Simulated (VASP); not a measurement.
# Sn₃Se: restarted molecular dynamics, 2 variants

Sn₃Se, Pm-3m (no. 221), 8 atoms in the cell. PBE, molecular dynamics; PAW potentials Sn, Se (PBE set).

| Restart from | Temperature at the end (K) | The same without a restart (K) | Potential energy at the end (eV/atom) | The same without a restart (eV/atom) | Electronic steps in the first step after the restart | Time (s) |
|---|---|---|---|---|---|---|
| CONTCAR with velocities, WAVECAR read | 462.0 | 462.0 | -3.70632 | -3.70632 | 4 | 303 |
| CONTCAR with velocities, no WAVECAR | 462.0 | 462.0 | -3.70632 | -3.70632 | 13 | 274 |

Limits: 180 fs of 8 atoms are too short for converged averages; the cell is only 4.7 Å across, so each atom moves in step with near copies of itself.

## Input of the first row

INCAR.step1:
```
SYSTEM = Sn3Se
  ALGO = Fast
  ANDERSEN_PROB = 0.0
  EDIFF = 1E-6
  ENCUT = 210
  GGA = PE
  IBRION = 0
  ISIF = 2
  ISMEAR = -1
  ISYM = 0
  KPAR = 2
  LASPH = .True.
  LCHARG = .False.
  LREAL = Auto
  LWAVE = .True.
  MDALGO = 1
  NELM = 60
  NELMIN = 4
  NSW = 30
  POTIM = 3.0
  PREC = Normal
  RANDOM_SEED = 128600 0 0
  SIGMA = 0.05
  TEBEG = 600
```

INCAR.step2, as INCAR.step1 but for:
```
- LWAVE = .True.
+ LWAVE = .False.
```

KPOINTS:
```
k-points
0
Gamma
  3 3 2
```

POSCAR.step1:
```
Sn3Se
1.0
    4.7418790000      0.0000000000      0.0000000000
    0.0000000000      4.7418790000      0.0000000000
    0.0000000000      0.0000000000      9.4837580000
Sn Se
6 2
Direct
    0.5000000000      0.5000000000      0.0000000000
    0.5000000000      0.5000000000      0.5000000000
    0.5000000000      0.0000000000      0.2500000000
    0.5000000000      0.0000000000      0.7500000000
    0.0000000000      0.5000000000      0.2500000000
    0.0000000000      0.5000000000      0.7500000000
    0.0000000000      0.0000000000      0.0000000000
    0.0000000000      0.0000000000      0.5000000000
```

Commands (each step's output is kept before the next begins):
```
cat potpaw_PBE.64/Sn/POTCAR potpaw_PBE.64/Se/POTCAR > POTCAR
cp INCAR.step1 INCAR
cp POSCAR.step1 POSCAR
mpirun -np 2 vasp_std > vasp.out
cp CONTCAR POSCAR
cp INCAR.step2 INCAR
mpirun -np 2 vasp_std > vasp.out
```

Changes of the last row against the first:
```
(step 1)
- LWAVE = True
+ LWAVE = False
```

VASP 6.6.1 took 303 s on 2 cores (Intel Xeon Platinum 8259CL @ 2.50GHz (Skylake/Cascade Lake)), a shared host.
